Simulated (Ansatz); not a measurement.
We consider rock-salt NaBr, described by PBEsol (PAW; Ansatz, an electronic-structure program).

Numerical settings: plane-wave cutoff 500 eV, 10×10×10 k mesh, gaussian smearing 0.02 eV, scalar-relativistic PAW data made under PBE.

Cell (relaxed at this level):

NaBr has the cubic space group Fm-3m (No. 225), the rock salt structure, Pearson symbol cF8. Conventional cell: a = b = c = 5.928 Å, α = β = γ = 90.00°. Na on 4a is surrounded by 6 Br at 2.964 Å (octahedral). Br on 4b is coordinated by 6 Na at 2.964 Å (octahedral). (Neighbours: up to the widest gap in distance over summed covalent radii, below 1.35, at either atom; cation-cation and far metal-metal contacts left out.)
(The calculation used a cell of 2 atoms; values per cell refer to that cell.)

Task: Predict the band gap.

Result: 
band gap: 4.07 eV (on the SCF k mesh)

Measured, for comparison: band gap 7.1 eV (temperature not stated, no zero-point or thermal correction; as tabulated in Aguado et al. (1998), arXiv:cond-mat/9809176).

Spin–orbit coupling is not included.

Cost on a shared machine: around 15 core-seconds (rough).
